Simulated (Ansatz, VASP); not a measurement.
Two plane-wave programs on As

```xyz
1
Lattice="1.6994 -1.9915 0.0000 1.6994 1.9915 0.0000 0.0000 0.0000 3.5952" Properties=species:S:1:pos:R:3 pbc="T T T"
As    0.0000    0.0000    0.0000
```

Alike in both runs: task relaxation of cell and atoms; functional PBE; k mesh 6 × 6 × 6; occupations gaussian, width 0.1 eV; no spin polarisation.

|  | VASP | Ansatz |
| --- | --- | --- |
| version | VASP 6.6.1 | Ansatz 0.2.0 |
| potentials or method | VASP PAW PBE potentials, release 64 (As) | scalar-relativistic, plane waves, PAW |
| plane-wave cutoff (eV) | 600 | 420 |
| valence electrons in the cell | 5 | 15 |

Ansatz gave:

* gap on the k mesh at the Fermi level, each at its own relaxed structure (eV): none
* relaxed volume (Å³/atom): 20.57
* relaxed cell length with the largest relative difference (Å): 2.856
* energy change over the relaxation (meV/atom): -376

Q: What did VASP give for the same quantities?

A: gap on the k mesh at the Fermi level, each at its own relaxed structure (eV): none; relaxed volume (Å³/atom): 20.66; relaxed cell length with the largest relative difference (Å): 2.863; energy change over the relaxation (meV/atom): -376.

A gap of «none» marks a metal or a gap that the smearing closes. The two sets of potentials don't hold the same shells in valence.

Caveats: the k mesh is coarse (spacing up to 0.41 Å⁻¹), so the values aren't converged; the volume moved by over 15 % at a fixed basis, so the end points are rough (VASP).
